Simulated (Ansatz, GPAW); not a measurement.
Given: the input of a run of Ansatz 0.2.0 on FeO (Wuestite). 

The input input.yaml:

```yaml
crystal:
  lattice:
    - [0.0, 2.1554, 2.1554]
    - [2.1554, 0.0, 2.1554]
    - [2.1554, 2.1554, 0.0]
  atoms:
    - { symbol: Fe, position: [0.0, 0.0, 0.0], spin: 3.0 }
    - { symbol: O, position: [0.5, 0.5, 0.5] }
hamiltonian:
  xc: pbe
  pseudopotentials: { kind: paw }
magnetization:
  spin_polarized: true
kpoints:
  mp_grid: { grid: [11, 11, 11] }
scf:
  occupations: { method: gaussian, width: 0.012 }
output:
  forces: true
  stress: true
  eigenvalues: true
```

Potentials or basis: Ansatz PAW.

The run is started by

```console
$ ansatz run input.yaml --threads 2 --pin off --max-ram 5632MiB --backend cpu --events-out ev --progress --plain --runs-dir out
```

Translate it to GPAW 26.7.0 (ASE script). Potentials or basis there: GPAW PAW data sets (gpaw-data 1.2.1), cutoff 800 eV.

As run (cutoffs and basis follow the program's own potentials, and thresholds, step limits or extra output files can differ):

The input run.py:

```python
from ase.dft.bandgap import bandgap
from ase.io import read, write
from ase.units import GPa
from gpaw import GPAW, PW

atoms = read('FeO.xyz')
atoms.set_initial_magnetic_moments([3.0, 0.0])

calc = GPAW(mode=PW(800),
            xc='PBE',
            kpts={'size': (11, 11, 11), 'gamma': True},
            occupations={'name': 'methfessel-paxton', 'order': 0, 'width': 0.012},
            nbands=17,
            convergence={'density': 1e-05, 'energy': 1e-05},
            maxiter=150,
            txt='gpaw.txt')
atoms.calc = calc
energy = atoms.get_potential_energy()
forces = atoms.get_forces()
stress = atoms.get_stress()
calc.write('gs.gpw')
write('result.traj', atoms)
print(f'Energy: {energy:.6f} eV')
print('Forces (eV/A):')
print(forces.round(4))
print('Stress (GPa):', (stress / GPa).round(3))
print('Moments:', calc.get_magnetic_moments().round(3))
print('Fermi level:', round(calc.get_fermi_level(), 4), 'eV')
print(f'Gap: {bandgap(calc)[0]:.4f} eV, direct: {bandgap(calc, direct=True)[0]:.4f} eV')
```

FeO.xyz

```xyz
2
Lattice="0.0000000000 2.1554000000 2.1554000000 2.1554000000 0.0000000000 2.1554000000 2.1554000000 2.1554000000 0.0000000000" Properties=species:S:1:pos:R:3 pbc="T T T"
Fe     0.0000000000      0.0000000000      0.0000000000
O      2.1554000000      2.1554000000      2.1554000000
```

Potentials or basis: GPAW PAW data sets (gpaw-data 1.2.1), pw.

The run is started by

```console
$ OMP_NUM_THREADS=1 python run.py
```

Both were run:

|  | Ansatz | GPAW |
| --- | --- | --- |
| Pressure | -0.3 GPa | 0.8 GPa |
| Net moment | 4.00 μB per cell | 4.00 μB per cell |

Ansatz's pressure holds a Pulay term of +0.65 GPa for its cutoff of 420 eV, which the other run lacks.

The potentials hold 22 and 14 valence electrons a cell.

Where Ansatz's input types no cutoff or centring, it takes its own default and a Γ-centred mesh.

The magnetic state is the one that the start led to; the real crystal's order can differ.

Pressure is positive in compression.
